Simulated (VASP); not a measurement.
# FeNi₃: intraband terms of a metal's spectrum

FeNi₃, Fm-3m (no. 225), 4 atoms in the cell. PBE, independent-particle dielectric function; PAW potentials Ni, Fe (PBE set).

## Input

INCAR.step1:
```
PREC     = Accurate       # precision mode
ENCUT    = 320            # plane-wave cutoff, eV
ISMEAR   = 1              # smearing method
SIGMA    = 0.1            # smearing width, eV
EDIFF    = 1E-7           # SCF threshold, eV
LASPH    = True           # aspherical terms in the spheres
KPAR     = 4            
LWAVE    = False          # write WAVECAR
LCHARG   = True           # write CHGCAR
ISPIN    = 2              # spin polarisation
MAGMOM   = 1 1 1 3        # initial moments
LMAXMIX  = 4              # l up to which the mixer works
```

INCAR.step2:
```
PREC     = Accurate       # precision mode
ENCUT    = 320            # plane-wave cutoff, eV
ISMEAR   = 0              # smearing method
SIGMA    = 0.3            # smearing width, eV
EDIFF    = 1E-6           # SCF threshold, eV
LASPH    = True           # aspherical terms in the spheres
KPAR     = 4            
LWAVE    = True           # write WAVECAR
LCHARG   = False          # write CHGCAR
ISPIN    = 2              # spin polarisation
MAGMOM   = 1 1 1 3        # initial moments
LMAXMIX  = 4              # l up to which the mixer works
ICHARG   = 11             # starting density
NBANDS   = 45             # bands
NEDOS    = 3000           # points of the DOS
OMEGAMAX = 30           
CSHIFT   = 0.1           
```

INCAR.step3, as INCAR.step2 but for:
```
- LWAVE = True
+ LWAVE = False
+ LOPTICS = True
+ ALGO = None
+ NELM = 1
+ ISTART = 1
```

INCAR.step4, as INCAR.step3 but for:
```
+ WPLASMAI = 0.03
```

INCAR.step5 to INCAR.step6 change the same tag again: WPLASMAI = 0.1, 0.3.

INCAR.step7, as INCAR.step6 but for:
```
- WPLASMAI = 0.3
+ RTIME = 40
```

INCAR.step8, as INCAR.step7 but for:
```
- RTIME = 40
+ RTIME = 20
```

INCAR.step9, as INCAR.step8 but for:
```
- RTIME = 20
+ LNABLA = True
```

INCAR.step10, as INCAR.step9 but for:
```
- ISMEAR = 0
- LNABLA = True
+ ISMEAR = -5
```

KPOINTS.step1:
```
k-points
0
Gamma
  8 8 8
```

KPOINTS.step2:
```
k-points
0
Gamma
  7 7 7
```

POSCAR:
```
FeNi3
1.0
    0.0000000000      2.7903698700      2.7903698700
    2.7903698700      0.0000000000      2.7903698700
    2.7903698700      2.7903698700      0.0000000000
Ni Fe
3 1
Direct
    0.5000000000      0.5000000000      0.5000000000
    0.2500000000      0.2500000000      0.2500000000
    0.7500000000      0.7500000000      0.7500000000
    0.0000000000      0.0000000000      0.0000000000
```

Commands (each step's output is kept before the next begins):
```
cat potpaw_PBE.64/Ni/POTCAR potpaw_PBE.64/Fe/POTCAR > POTCAR
cp INCAR.step1 INCAR
cp KPOINTS.step1 KPOINTS
mpirun -np 4 vasp_std > vasp.out
cp INCAR.step2 INCAR
cp KPOINTS.step2 KPOINTS
mpirun -np 4 vasp_std > vasp.out
cp INCAR.step3 INCAR
mpirun -np 4 vasp_std > vasp.out
cp INCAR.step4 INCAR
mpirun -np 4 vasp_std > vasp.out
cp INCAR.step5 INCAR
mpirun -np 4 vasp_std > vasp.out
cp INCAR.step6 INCAR
mpirun -np 4 vasp_std > vasp.out
cp INCAR.step7 INCAR
mpirun -np 4 vasp_std > vasp.out
cp INCAR.step8 INCAR
mpirun -np 4 vasp_std > vasp.out
cp INCAR.step9 INCAR
mpirun -np 4 vasp_std > vasp.out
cp INCAR.step10 INCAR
mpirun -np 4 vasp_std > vasp.out
```

## Result

- Bands: 45

One ground state, settings moved in the last step alone:

| Settings | Plasma frequency (eV) | Im ε at 0.5 eV | Im ε at 1 eV | Im ε at 2 eV | Im ε at 4 eV | Time (s) |
|---|---|---|---|---|---|---|
| interband part alone | 4.29 | 100.4 | 52.8 | 21.7 | 6.8 | 12 |
| Drude term, WPLASMAI 0.03 | 4.29 | 104.8 | 53.4 | 21.8 | 6.8 | 11 |
| Drude term, WPLASMAI 0.1 | 4.29 | 114.6 | 54.7 | 21.9 | 6.8 | 12 |
| Drude term, WPLASMAI 0.3 | 4.29 | 133.0 | 57.9 | 22.4 | 6.9 | 11 |
| relaxation time RTIME 40 fs | 4.29 | 102.8 | 53.1 | 21.7 | 6.8 | 11 |
| relaxation time RTIME 20 fs | 4.29 | 105.2 | 53.4 | 21.8 | 6.8 | 13 |
| transversal form (LNABLA) | 3.37 | 62.7 | 22.8 | 8.9 | 4.9 | 12 |
| tetrahedron method | – | – | – | – | – | no result |

VASP 6.6.1 took 124 s on 4 cores (AMD EPYC 7R43 (Zen 3)), a shared host.
